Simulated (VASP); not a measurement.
Set up this calculation in VASP 6.6.1, as the native input.

```
Task                   : relaxation of cell and atoms
Functional             : PBEsol
Potentials or basis    : VASP PAW PBE potentials, release 64 (Ga_d, N)
Cutoff                 : 600 eV
k mesh                 : 8 × 8 × 8
Occupations            : fermi-dirac, width 0.05 eV
Spin                   : no spin polarisation
Further INCAR settings : ALGO = Normal; EDIFF = 1e-06; IBRION = 2; EDIFFG = -0.02; NSW = 60; ISIF = 3
```

The structure of GaN lies in POSCAR:

```
GaN
1.0
    0.0000000000      2.2500000000      2.2500000000
    2.2500000000      0.0000000000      2.2500000000
    2.2500000000      2.2500000000      0.0000000000
Ga N
1 1
Direct
    0.0000000000      0.0000000000      0.0000000000
    0.2500000000      0.2500000000      0.2500000000
```

The cell was built by a generator and needn't be a form met in nature.

One way to write it, as run:

INCAR

```
SYSTEM = GaN
ALGO     = Normal         ! electronic algorithm
EDIFF    = 1E-6           ! SCF threshold, eV
EDIFFG   = -0.02          ! ionic threshold
ENCUT    = 600            ! plane-wave cutoff, eV
GGA      = PS             ! functional
IBRION   = 2              ! ionic algorithm
ISIF     = 3              ! what is computed and relaxed
ISMEAR   = -1             ! smearing method
LASPH    = .True.         ! aspherical terms in the spheres
LCHARG   = .False.        ! write CHGCAR
LREAL    = .False.        ! projectors in reciprocal space
LWAVE    = .False.        ! write WAVECAR
NELM     = 60             ! most SCF steps
NSW      = 60             ! ionic steps
PREC     = Accurate       ! precision mode
SIGMA    = 0.05           ! smearing width, eV
```

KPOINTS

```
k-points
0
Gamma
  8 8 8
  0 0 0
```

Potentials or basis: VASP PAW PBE potentials, release 64 (Ga_d, N).

The run is started by

```bash
$ cat potpaw_PBE.64/Ga_d/POTCAR potpaw_PBE.64/N/POTCAR > POTCAR
$ mpirun -np 1 vasp_std > vasp.out
```

Results of the run:

```
Relaxed volume                         : 11.35 Å³/atom
Relaxed cell                           : a = 3.178 Å, b = 3.178 Å, c = 3.178 Å, α = 60.00°, β = 60.00°, γ = 60.00°
Space group after relaxing (to 0.05 Å) : F-43m (No. 216)
Energy gained by relaxing              : 0.1 meV/atom
Ionic steps                            : 3
Pressure after relaxing                : 0.0 GPa
Band gap on the k mesh                 : 1.74 eV, direct
```

Caveat: the PAW data sets were made with another functional, which shifts forces and pressure a little.

Wall time 12 s on 1 thread of Intel(R) Xeon(R) 6975P-C (Granite Rapids) (shared host), peak memory 0.16 GiB.
